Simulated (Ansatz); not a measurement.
Ionic part of the dielectric constant of MgO at 6 GPa, mode by mode

All numbers below come from DFT LDA, scalar-relativistic, plane waves, PAW (Ansatz 0.2.0). Plane waves to 420 eV; Γ-centred k mesh 10×10×10; fixed occupations. No spin polarisation. Phonons by linear response, acoustic sum rule imposed.

Symmetry: Fm-3m, No. 225, cubic system. Conventional cell: a = 4.114 Å, b = 4.114 Å, c = 4.114 Å, α = 90.00°, β = 90.00°, γ = 90.00°. Mg (site symmetry m-3m) is surrounded by 6 O at 2.06 Å. O (site symmetry m-3m) is surrounded by 6 Mg at 2.06 Å.

The primitive cell has V = 17.41 Å³ and ε∞,yy = 3.150. Each polar mode adds Δε = (4.92064×10⁷/V)·S/ν² along y, with S its oscillator strength in e²/amu, ν in cm⁻¹ and V in Å³.

Q: From these modes, find each Δε and ε0,yy.
| ν (cm⁻¹) | S_yy (e²/amu) |
| --- | --- |
| 439.8 | 0.3955 |

A:
```csv
ν (cm⁻¹),Δε
439.8,5.78
```

The sum is 5.779, so ε0,yy = 8.93; the run's tensor has 8.93.

Q: Where do the longitudinal modes lie for a wave vector along y?

A: At 740 cm⁻¹. The Lyddane–Sachs–Teller product Π(ν_LO/ν_TO)² = 2.83 matches ε0/ε∞ = 2.83.

Cost: 1 run of about 0.31 core-minutes, on Intel Xeon Processor @ 2.50GHz (Skylake/Cascade Lake) (shared hosts).

Lattice polarisation dominates the static dielectric response of compressed MgO: the ionic term of 5.78 exceeds the electronic susceptibility contained in ε∞ = 3.150. Rock salt has only one triply degenerate polar optical mode, in which the Mg and O sublattices move against each other, so this mode carries the whole ionic part, equally along every axis. Its oscillator strength, combined with the Mg–O reduced mass, implies Born charges close to the nominal divalent values, as expected for a strongly ionic oxide with little dynamical charge transfer. The ionic term reflects these charges set against the short-range restoring force; the masses affect the frequency but cancel in the static response. The same charges create the macroscopic field that lifts the longitudinal mode to 740 cm⁻¹, with electronic screening limiting the shift. The Lyddane–Sachs–Teller agreement shows internal consistency, not accuracy against experiment. Compression normally stiffens the transverse mode and lowers the ionic contribution, but a single pressure can't establish that trend here.
